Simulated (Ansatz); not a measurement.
Runs of Ansatz 0.2.0 on Be2C. The structure is cubic, space group Fm-3m (No. 225). The conventional cell has a = 4.330 Å, b = 4.330 Å, c = 4.330 Å, α = 90.00°, β = 90.00°, γ = 90.00°. C (site symmetry m-3m) has 8 Be at 1.87 Å as nearest neighbours. Be (site symmetry -43m) has 4 C at 1.87 Å as nearest neighbours. 

```tsv
task	level	cutoff (eV)	points for each segment of the path	gap on the mesh (eV)	pressure (GPa)	V0 of scaled cells (Å³/atom)	B0 (GPa)
band structure	r2SCAN	500	14	(a)	-1.3	-	-
equation of state	PBEsol	420	-	-	-	(c)	206
equation of state	LDA	420	-	-	-	6.48	217
band structure	PBEsol	420	14	1.17	-2.7	-	-
band structure	LDA	420	14	(b)	-8.7	-	-
```

Alike in all rows: potentials or basis Ansatz PAW; no spin polarisation; cell as given; k mesh 11 × 11 × 11; smearing fermi-dirac 0.05 eV.

Problem. Estimate the missing entries.

Solution. (a) 1.63; (b) 1.28; (c) 6.67.

Caveats: the k mesh misses the band edges, so the gap on the mesh is wider than the one along the path (some runs); the PAW data sets come from PBE, with cores solved anew for the run's functional, which leaves a small shift of forces and pressure (some runs).
